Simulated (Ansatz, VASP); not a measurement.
# C in VASP and in Ansatz

File INCAR:

```
SYSTEM = C
PREC     = Accurate       ! precision mode
ENCUT    = 520            ! plane-wave cutoff, eV
EDIFF    = 1E-7           ! SCF threshold, eV
ISMEAR   = -1             ! smearing method
SIGMA    = 0.05           ! smearing width, eV
LREAL    = .False.        ! projectors in reciprocal space
LASPH    = .True.         ! aspherical terms in the spheres
NELM     = 60             ! most SCF steps
ALGO     = Normal         ! electronic algorithm
ISIF     = 2              ! what is computed and relaxed
LWAVE    = .False.        ! write WAVECAR
LCHARG   = .False.        ! write CHGCAR
GGA      = PE             ! functional
NBANDS   = 26             ! bands
```

Contents of KPOINTS:

```
regular mesh
0
Gamma
  12 12 4
  0 0 0
```

File POSCAR:

```
C
1.0
    2.5388031358      0.0000000000      0.0000000000
   -1.2694015679      2.1986680108      0.0000000000
    0.0000000000      0.0000000000      8.2916519209
C
8
Direct
    0.6666666667      0.3333333333      0.8437500000
    0.3333333333      0.6666666667      0.3437500000
    0.6666666667      0.3333333333      0.6562500000
    0.3333333333      0.6666666667      0.1562500000
    0.0000000000      0.0000000000      0.9062500000
    0.0000000000      0.0000000000      0.4062500000
    0.0000000000      0.0000000000      0.5937500000
    0.0000000000      0.0000000000      0.0937500000
```

Contents of input.yaml:

```yaml
crystal:
  lattice:
    - [2.5388031358, 0.0, 0.0]
    - [-1.2694015679, 2.1986680108, 0.0]
    - [0.0, 0.0, 8.2916519209]
  atoms:
    - { symbol: C, position: [0.6666666667, 0.3333333333, 0.84375] }
    - { symbol: C, position: [0.3333333333, 0.6666666667, 0.34375] }
    - { symbol: C, position: [0.6666666667, 0.3333333333, 0.65625] }
    - { symbol: C, position: [0.3333333333, 0.6666666667, 0.15625] }
    - { symbol: C, position: [0.0, 0.0, 0.90625] }
    - { symbol: C, position: [0.0, 0.0, 0.40625] }
    - { symbol: C, position: [0.0, 0.0, 0.59375] }
    - { symbol: C, position: [0.0, 0.0, 0.09375] }
hamiltonian:
  xc: pbe
  pseudopotentials: { kind: paw, accuracy: standard }
kpoints:
  mp_grid: { grid: [12, 12, 4] }
scf:
  occupations: { method: fermi_dirac, width: 0.05 }
output:
  forces: true
  stress: true
  eigenvalues: true
```

This is a hexagonal form of diamond, not graphite.

Alike in both runs: task single point; functional PBE; k mesh 12 × 12 × 4; occupations fermi-dirac, width 0.05 eV; no spin polarisation.

```csv
,VASP,Ansatz
version,VASP 6.6.1,Ansatz 0.2.0
potentials or method,"VASP PAW PBE potentials, release 64 (C)",SSSP efficiency PAW
plane-wave cutoff (eV),520,612
valence electrons in the cell,32,32
```

|  | VASP | Ansatz | Ansatz less VASP |
| --- | --- | --- | --- |
| gap on the k mesh at the Fermi level (eV) | 4.37 | 4.38 | +0.016 |
| least direct gap on the mesh (eV) | 5.14 | 5.15 | +0.014 |
| pressure (GPa) | -5.6 | -5.7 | -0.16 |
| largest component of the traceless stress (GPa) | 7.78 | 7.79 | +0.004 |
| rms of the force components (eV/Å) | 0.181 | 0.181 | 0.0000 |

Atom by atom the forces differ by 0.000 eV/Å (rms over components). With one functional, cell and mesh, what is left measures potentials, basis and numerics.

A k mesh can miss the band edges. Expect the measured gap to be larger: semilocal functionals such as PBE lack the derivative discontinuity.
